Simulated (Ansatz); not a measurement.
Born–Oppenheimer molecular dynamics of a periodic cell of 12 atoms, CoSi₂ (start crystal CoSi2, start structure Fm-3m, volume 1 times the crystal's). It goes on from the last frame of an earlier run, with new velocities.

Theory: DFT PBE, scalar-relativistic, plane waves, PAW in Ansatz. Settings: PAW set soft_1, cutoff 420 eV, k mesh 2x2x2, fermi-dirac smearing 0.24 eV, no spin polarisation.

```yaml
ensemble: NVT, Langevin thermostat
time_step: 2 fs
steps_asked: 400
set_temperature: 2240 K
friction: 0.02 /fs
temperature_schedule: 300 steps to 300 K, then 100 steps to 300 K
seed: 565147
```

First frame:

```xyz
12
Lattice="5.3560 0.0000 0.0000 0.0000 5.3560 0.0000 0.0000 0.0000 5.3560" Properties=species:S:1:pos:R:3
Co 0.289 -0.041 -0.236
Si 1.694 1.363 0.810
Si 3.712 4.304 3.561
Co 2.763 2.525 -0.763
Si 4.447 4.102 1.147
Si 1.338 1.139 3.534
Co 2.531 0.034 1.976
Si 3.978 1.085 3.509
Si 1.446 3.732 0.903
Co -0.097 2.496 2.538
Si 1.280 3.875 3.514
Si 4.067 1.366 0.607
```

(1) What does the run give?

(2) What happens to the structure?

(3) How do temperature and energy run in time?

Results:

(1) All steps were run.

| Item | Value |
| --- | --- |
| steps done | 400 |
| time covered | 800 fs |
| mean temperature over the second half | 457 K |
| spread of the potential energy over the second half | 25.5 meV per atom |
| mean potential energy of the second half above the start | -262.0 meV per atom |

The schedule's set-point averaged 462 K over the second half and the system 457 K. A run of 0.8 ps of so small a system gives no equilibrium averages. Spin polarisation was left off. Limits of this set-up: coarse k mesh, magnetic elements without spin.

(2) Mean squared displacements from the first frame to the last, about the centre of mass: Co 0.12 Å², Si 0.13 Å². This is one draw of velocities; another would differ in detail.

(3) 
| time (fs) | T (K) | potential energy less start (eV) |
| --- | --- | --- |
| 0 | 2053 | 0.000 |
| 40 | 2299 | 0.496 |
| 80 | 1596 | 0.169 |
| 120 | 2209 | -0.905 |
| 160 | 1579 | -0.244 |
| 200 | 2246 | -1.253 |
| 240 | 2072 | -1.500 |
| 280 | 1144 | -0.534 |
| 320 | 1105 | -1.888 |
| 360 | 2084 | -2.553 |
| 400 | 1052 | -2.131 |
| 440 | 567 | -2.568 |
| 480 | 592 | -2.932 |
| 520 | 624 | -3.079 |
| 560 | 406 | -2.933 |
| 600 | 386 | -3.132 |
| 640 | 307 | -3.436 |
| 680 | 259 | -3.341 |
| 720 | 277 | -3.508 |
| 760 | 380 | -3.608 |
| 800 | 232 | -3.294 |

Time of the run: 22 min on 1 thread of Arm Neoverse V2, with other jobs on the host, peak memory 0.45 GiB.
